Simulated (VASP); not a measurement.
# ScAl3 (Pm-3m) in VASP: notebook, part 2 of 2

VASP 6.6.1. The steps go on from the part before.

## (3) Relaxation of the atoms, PBEsol (a relaxed cell with its volume scaled by 1.04)

INCAR reads:

```
PREC     = Accurate       # precision mode
ENCUT    = 600            # plane-wave cutoff, eV
EDIFF    = 1E-7           # SCF threshold, eV
ISMEAR   = 1              # smearing method
SIGMA    = 0.1            # smearing width, eV
LREAL    = F              # projectors in reciprocal space
LASPH    = T              # aspherical terms in the spheres
NELM     = 80             # most SCF steps
ALGO     = Fast           # electronic algorithm
ISIF     = 2              # what is computed and relaxed
LWAVE    = F              # write WAVECAR
LCHARG   = F              # write CHGCAR
GGA      = PS             # functional
IBRION   = 2              # ionic algorithm
NSW      = 40             # ionic steps
EDIFFG   = -0.01          # ionic threshold
```

KPOINTS reads:

```
Automatic mesh
0
Gamma
  10 10 10
```

POSCAR reads:

```
ScAl3                                   
1.0
    4.1262551604      0.0000000000      0.0000000000
    0.0000000000      4.1262551604      0.0000000000
    0.0000000000      0.0000000000      4.1262551604
  Sc              Al            
     1     3
Direct
     0.0000000000000000    0.0000000000000000    0.0000000000000000
     0.5000000000000000    0.0000000000000000    0.5000000000000000
     0.0000000000000000    0.5000000000000000    0.5000000000000000
     0.5000000000000000    0.5000000000000000    0.0000000000000000
```

Potentials or basis: VASP PAW PBE potentials, release 64 (Sc_sv, Al).

Command:

```console
cat potpaw_PBE.64/Sc_sv/POTCAR potpaw_PBE.64/Al/POTCAR > POTCAR
mpirun -np 1 vasp_std > vasp.out
```

OUTCAR:

```text
PREC = Accurate
   ENCUT = 600
   EDIFF = 1E-7
   ISMEAR = 1
   LREAL = F
   LASPH = T
   NELM = 80
   ISIF = 2
   GGA = PS
   IBRION = 2
   NSW = 40
   EDIFFG = -0.01

 ion  position               nearest neighbor table
   1  0.000  0.000  0.000-   2 2.92   3 2.92   4 2.92   2 2.92   3 2.92   3 2.92   4 2.92   3 2.92
                             2 2.92   4 2.92   2 2.92   4 2.92
   2  0.500  0.000  0.500-   1 2.92   3 2.92   4 2.92   1 2.92   4 2.92   3 2.92   4 2.92   4 2.92
                             1 2.92   3 2.92   1 2.92   3 2.92
   3  0.000  0.500  0.500-   1 2.92   2 2.92   4 2.92   1 2.92   4 2.92   1 2.92   2 2.92   1 2.92
                             2 2.92   4 2.92   4 2.92   2 2.92
   4  0.500  0.500  0.000-   1 2.92   2 2.92   3 2.92   2 2.92   3 2.92   1 2.92   2 2.92   2 2.92
                             1 2.92   3 2.92   3 2.92   1 2.92

  LATTYP: Found a simple cubic cell.
 ALAT       =     4.1262551604

  Lattice vectors:

 A1 = (   4.1262551604,   0.0000000000,   0.0000000000)
 A2 = (   0.0000000000,   4.1262551604,   0.0000000000)
 A3 = (   0.0000000000,   0.0000000000,   4.1262551604)

Analysis of symmetry for initial positions (statically):
=====================================================================
 Subroutine PRICEL returns:
 Original cell was already a primitive cell.

 Routine SETGRP: Setting up the symmetry group for a
 simple cubic supercell.

 Subroutine GETGRP returns: Found 48 space group operations
 (whereof 48 operations were pure point group operations)
 out of a pool of 48 trial point group operations.

The static configuration has the point symmetry O_h .

Analysis of symmetry for dynamics (positions and initial velocities):
=====================================================================
 Subroutine PRICEL returns:
 Original cell was already a primitive cell.

 Routine SETGRP: Setting up the symmetry group for a
 simple cubic supercell.

 Subroutine GETGRP returns: Found 48 space group operations
 (whereof 48 operations were pure point group operations)
 out of a pool of 48 trial point group operations.

The dynamic configuration has the point symmetry O_h .

 Subroutine INISYM returns: Found 48 space group operations
 (whereof 48 operations are pure point group operations),
 and found     1 'primitive' translations

----------------------------------------------------------------------------------------

                                     Primitive cell

  volume of cell :      70.2535

  direct lattice vectors                    reciprocal lattice vectors
     4.126255160  0.000000000  0.000000000     0.242350500  0.000000000  0.000000000
     0.000000000  4.126255160  0.000000000     0.000000000  0.242350500  0.000000000
     0.000000000  0.000000000  4.126255160     0.000000000  0.000000000  0.242350500

  length of vectors
     4.126255160  4.126255160  4.126255160     0.242350500  0.242350500  0.242350500

  position of ions in fractional coordinates (direct lattice)
     0.000000000  0.000000000  0.000000000
     0.500000000  0.000000000  0.500000000
     0.000000000  0.500000000  0.500000000
     0.500000000  0.500000000  0.000000000

  ion indices of the primitive-cell ions
[... 64 lines left out ...]
   ions per type =               1   3
   NGX,Y,Z   is equivalent  to a cutoff of  14.50, 14.50, 14.50 a.u.
   NGXF,Y,Z  is equivalent  to a cutoff of  29.01, 29.01, 29.01 a.u.
 SYSTEM =  unknown system
   PREC   = accura    normal or accurate (medium, high low for compatibility)
   ISTART =      0    job   : 0-new  1-cont  2-samecut
   ICHARG =      2    charge: 1-file 2-atom 10-const
   ISPIN  =      1    spin polarized calculation?
   LNONCOLLINEAR =      F non collinear calculations
   LSORBIT =      F    spin-orbit coupling
   LASPH  =      T    aspherical Exc in radial PAW
   ENCUT  =  600.0 eV  44.10 Ry    6.64 a.u.   8.24  8.24  8.24*2*pi/ulx,y,z
   NELM   =     80;   NELMIN=  2; NELMDL= -5     # of ELM steps
   EDIFF  = 0.1E-06   stopping-criterion for ELM
   LREAL  =      F    real-space projection
   EDIFFG = -.1E-01   stopping-criterion for IOM
   NSW    =     40    number of steps for IOM
   IBRION =      2    ionic relax: 0-MD 1-quasi-New 2-CG
   NFREE  =      1    steps in history (QN), initial steepest desc. (CG)
   ISIF   =      2    stress and relaxation
   ISYM   =      2    0-nonsym 1-usesym 2-fastsym
   POTIM  = 0.5000    time-step for ionic-motion
   TEBEG  =    0.0;   TEEND  =   0.0 temperature during run
   PSTRESS=    0.0 pullay stress
   NELECT =      20.0000    total number of electrons
   NUPDOWN=      -1.0000    fix difference up-down
   EMIN   =  10.00;   EMAX   =-10.00  energy-range for DOS
   EFERMI =   0.00;   METHOD = LEGACY
   ISMEAR =     1;   SIGMA  =   0.10  broadening in eV -4-tet -1-fermi 0-gaus
   EFERMI_NEDOS =   21; number of points for ismear=-14 and -15
   IALGO  =     68    algorithm
   IMIX   =      4    mixing-type and parameters
     AMIX     =   0.40;   BMIX     =  1.00
     AMIX_MAG =   1.60;   BMIX_MAG =  1.00
  volume/ion in A,a.u.               =      17.56       118.52
  Fermi-wavevector in a.u.,A,eV,Ry     =   1.076950  2.035140 15.780318  1.159821
  Thomas-Fermi vector in A             =   2.212848
   LORBIT       =      0    0 simple, 1 ext, 2 COOP (PROOUT), +10 PAW based schemes
   GGA     = PS    functional components
   LHFCALC =     F    Hartree Fock is set to
   AEXX    =    0.0000 exact exchange contribution
   IVDW    =     0    specifies the selected vdW correction
   LEPSILON=     F    determine dielectric tensor
   LRPA    =     F    only Hartree local field effects (RPA)
 conjugate gradient relaxation of ions
 non-spin polarized calculation
 RMM-DIIS sequential band-by-band and
 Methfessel and Paxton  Order N= 1 SIGMA  =   0.10
  energy-cutoff  :      600.00
  volume of cell :       70.25
 maximum number of plane-waves:      2367
 NGX is ok and might be reduce to    36
   NGX = 17   NGY = 17   NGZ = 17

 number of electron      19.9999998 magnetization

 Free energy of the ion-electron system (eV)
  ---------------------------------------------------
  ext. energy  EPLUGINS =         0.00000000
  ---------------------------------------------------
  free energy    TOTEN  =       -20.73573176 eV

  energy without entropy =      -20.73607398  energy(sigma->0) =      -20.73584583

 E-fermi :   6.9623     XC(G=0): -10.3895

 val. band max:        6.9068223502   @ k =   0.3000   0.3000   0.0000
 cond. band min:       6.9732629658   @ k =   0.3000   0.0000   0.0000
 fundamental gap:      0.0664406156
 Fermi energy:         6.9622934928

 k-point     1 :       0.0000    0.0000    0.0000
  band No.  band energies     occupation
      1     -41.8855      2.00000
      2     -20.6738      2.00000
      3     -20.6738      2.00000
      4     -20.6738      2.00000
      5      -2.9240      2.00000
      6       4.3594      2.00000
      7       4.3594      2.00000
      8       5.1649      2.00000
      9       5.1649      2.00000
     10       5.1649      2.00000
     11       8.1758     -0.00000
     12       8.2365     -0.00000
     13       8.2365     -0.00000
     14       8.2365     -0.00000
[... 377 lines left out ...]
      1     -41.8845      2.00000
      2     -20.6922      2.00000
      3     -20.6749      2.00000
      4     -20.6746      2.00000
      5      -1.9583      2.00000
      6       1.4856      2.00000
      7       4.0434      2.00000
      8       4.6489      2.00000
      9       5.8142      2.00000
     10       7.1787     -0.00910
     11       7.5781     -0.00000
     12       7.9151     -0.00000
     13       8.8650     -0.00000
     14       9.4578      0.00000

 [... further k-points ...]

------------------------ aborting loop because EDIFF is reached ----------------------------------------

  FORCE on cell =-STRESS in cart. coord.  units (eV):
  Direction    XX          YY          ZZ          XY          YZ          ZX
  --------------------------------------------------------------------------------------
  -------------------------------------------------------------------------------------
  Total       -1.4611883     -1.4611883     -1.4611883     -0.0000000     -0.0000000      0.0000000
  in kB      -33.3233405    -33.3233405    -33.3233405     -0.0000000     -0.0000000      0.0000000
  external PRESSURE =     -33.3233405 kB  Pullay stress =       0.0000000 kB

 VOLUME and BASIS-vectors are now :
 -----------------------------------------------------------------------------
  energy-cutoff  :      600.00
  volume of cell :       70.25
      direct lattice vectors                 reciprocal lattice vectors
     4.126255160  0.000000000  0.000000000     0.242350500  0.000000000  0.000000000
     0.000000000  4.126255160  0.000000000     0.000000000  0.242350500  0.000000000
     0.000000000  0.000000000  4.126255160     0.000000000  0.000000000  0.242350500

 POSITION                                       TOTAL-FORCE (eV/Angst)
 -----------------------------------------------------------------------------------
      0.00000      0.00000      0.00000         0.000000      0.000000      0.000000
      2.06313      0.00000      2.06313         0.000000      0.000000      0.000000
      0.00000      2.06313      2.06313         0.000000      0.000000      0.000000
      2.06313      2.06313      0.00000         0.000000      0.000000      0.000000
 -----------------------------------------------------------------------------------
    total drift:                                0.000000     -0.000000     -0.000000

  FREE ENERGIE OF THE ION-ELECTRON SYSTEM (eV)
  ---------------------------------------------------
  free  energy   TOTEN  =       -20.7357317633 eV

  energy  without entropy=      -20.7360739763  energy(sigma->0) =      -20.73584583

 reached required accuracy - stopping structural energy minimisation
```

It took 41 s on 1 thread of Intel Xeon 6975P-C (Granite Rapids), shared host; peak memory 0.24 GiB.

What came out:

| Item | Value |
| --- | --- |
| Free energy | -20.7357 eV |
| Pressure after relaxing | -3.3 GPa |
| Band gap on the k mesh | none (metal or under the smearing width) |

Final structure:
```
Sc Al
1.0
     4.12626    0.00000    0.00000
     0.00000    4.12626    0.00000
     0.00000    0.00000    4.12626
Sc Al
1 3
Cartesian
  0.0000 0.0000 0.0000
  2.0631 0.0000 2.0631
  0.0000 2.0631 2.0631
  2.0631 2.0631 0.0000
```

Caveat: the relaxation stopped at its first step, so nothing moved; the PAW data sets were made with another functional, which shifts forces and pressure a little.

## (4) Relaxation of the atoms, PBEsol (a relaxed cell with its volume scaled by 1.06)

INCAR is that of step 3.

KPOINTS is that of step 3.

POSCAR, as its differences from that of step 3:

```diff
@@ -2,5 +2,5 @@
 1.0
-    4.1262551604      0.0000000000      0.0000000000
-    0.0000000000      4.1262551604      0.0000000000
-    0.0000000000      0.0000000000      4.1262551604
+    4.1525377490      0.0000000000      0.0000000000
+    0.0000000000      4.1525377490      0.0000000000
+    0.0000000000      0.0000000000      4.1525377490
   Sc              Al
```

Command:

```console
cat potpaw_PBE.64/Sc_sv/POTCAR potpaw_PBE.64/Al/POTCAR > POTCAR
mpirun -np 1 vasp_std > vasp.out
```

Wall time 44 s (1 thread of Intel Xeon 6975P-C (Granite Rapids), shared host); peak memory 0.24 GiB.

Results (log left out):

- Free energy: -20.7017 eV
- Pressure after relaxing: -4.7 GPa
- Band gap on the k mesh: none (metal or under the smearing width)

Final structure:
```
Sc Al
1.0
     4.15254    0.00000    0.00000
     0.00000    4.15254    0.00000
     0.00000    0.00000    4.15254
Sc Al
1 3
Direct
  0.00000 0.00000 0.00000
  0.50000 0.00000 0.50000
  0.00000 0.50000 0.50000
  0.50000 0.50000 0.00000
```

Levels at points of the mesh, in eV from the Fermi level:
```csv
k point,band 8,band 9,band 10,band 11,band 12,band 13
"(0.00, 0.00, 0.00)",-1.78,-1.78,-1.78,1.22,1.27,1.27
"(0.50, 0.00, 0.00)",-1.65,-1.40,0.62,0.94,0.94,1.34
"(0.50, 0.50, 0.00)",-4.26,-0.51,-0.51,1.19,1.30,1.96
"(0.50, 0.50, 0.50)",-4.31,-2.90,-2.90,-2.90,0.80,2.47
```

Caveat: the relaxation stopped at its first step, so nothing moved; the PAW data sets were made with another functional, which shifts forces and pressure a little.

## (5) Relaxation of cell and atoms, PBE

INCAR reads:

```
PREC = Accurate ; ENCUT = 600
EDIFF = 1E-6 ; ISMEAR = 1
SIGMA = 0.1 ; LREAL = False
LASPH = True ; NELM = 80
ALGO = Normal ; ISIF = 3
LWAVE = False ; LCHARG = False
GGA = PE ; IBRION = 2
NSW = 90 ; EDIFFG = -0.01
```

KPOINTS reads:

```
regular mesh
0
Gamma
  10 10 10
```

POSCAR reads:

```
ScAl3
1.0
    4.0878065700      0.0000000000      0.0000000000
    0.0000000000      4.0878065700      0.0000000000
    0.0000000000      0.0000000000      4.0878065700
Sc Al
1 3
Direct
    0.0000000000      0.0000000000      0.0000000000
    0.5000000000      0.0000000000      0.5000000000
    0.0000000000      0.5000000000      0.5000000000
    0.5000000000      0.5000000000      0.0000000000
```

Command:

```console
cat potpaw_PBE.64/Sc_sv/POTCAR potpaw_PBE.64/Al/POTCAR > POTCAR
mpirun -np 1 vasp_std > vasp.out
```

It took 75 s on 1 thread of Intel Xeon Platinum 8488C (Sapphire Rapids), shared host; peak memory 0.25 GiB.

The run converged. Its results:

* Free energy: -19.2982 eV
* Relaxed volume: 17.30 Å³/atom
* Relaxed cell: a = 4.105 Å, b = 4.105 Å, c = 4.105 Å, α = 90.00°, β = 90.00°, γ = 90.00°
* Space group after relaxing (to 0.05 Å): Pm-3m (No. 221)
* Energy gained by relaxing: 0.8 meV/atom
* Ionic steps: 3
* Pressure after relaxing: 0.0 GPa
* Band gap on the k mesh: none (metal or under the smearing width)

Step by step:
```tsv
step	energy change (eV)	largest force (eV/Å)	pressure (GPa)	volume (Å³)
1	0.0000	0.0000	1.15	68.31
2	-0.0027	0.0000	-0.42	69.52
3	-0.0031	0.0000	0.00	69.19
```

Final structure:
```
Sc Al
1.0
     4.10527    0.00000    0.00000
     0.00000    4.10527    0.00000
     0.00000    0.00000    4.10527
Sc Al
1 3
Direct
  0.00000 0.00000 0.00000
  0.50000 0.00000 0.50000
  0.00000 0.50000 0.50000
  0.50000 0.50000 0.00000
```

Levels at points of the mesh, in eV from the Fermi level:
| k point | band 8 | band 9 | band 10 | band 11 | band 12 | band 13 |
| --- | --- | --- | --- | --- | --- | --- |
| (0.00, 0.00, 0.00) | -1.83 | -1.83 | -1.83 | 1.25 | 1.29 | 1.29 |
| (0.50, 0.00, 0.00) | -1.71 | -1.46 | 0.78 | 0.97 | 0.97 | 1.34 |
| (0.50, 0.50, 0.00) | -4.34 | -0.54 | -0.54 | 1.18 | 1.35 | 2.05 |
| (0.50, 0.50, 0.50) | -4.45 | -2.96 | -2.96 | -2.96 | 0.92 | 2.57 |

## (6) The runs side by side

| task | level | cell | gap on the mesh (eV) | pressure (GPa) |
| --- | --- | --- | --- | --- |
| relaxation of the atoms | PBEsol | atoms relaxed from: a relaxed cell with its volume scaled by 1.02 | none | -1.7 |
| relaxation of the atoms | PBEsol | atoms relaxed from: a relaxed cell with its volume scaled by 1.04 | none | -3.3 |
| relaxation of the atoms | PBEsol | atoms relaxed from: a relaxed cell with its volume scaled by 1.06 | none | -4.7 |
| relaxation of cell and atoms | PBE | relaxed | none | 0.0 |

Alike in all rows: potentials or basis VASP PAW PBE potentials, release 64 (Sc_sv, Al); no spin polarisation; k mesh 10 × 10 × 10; cutoff (eV) 600; smearing methfessel-paxton 0.1 eV.

Caveats: the relaxation stopped at its first step, so nothing moved (some runs); the PAW data sets were made with another functional, which shifts forces and pressure a little (some runs).

Absolute energies hang on the potentials; compare differences alone.
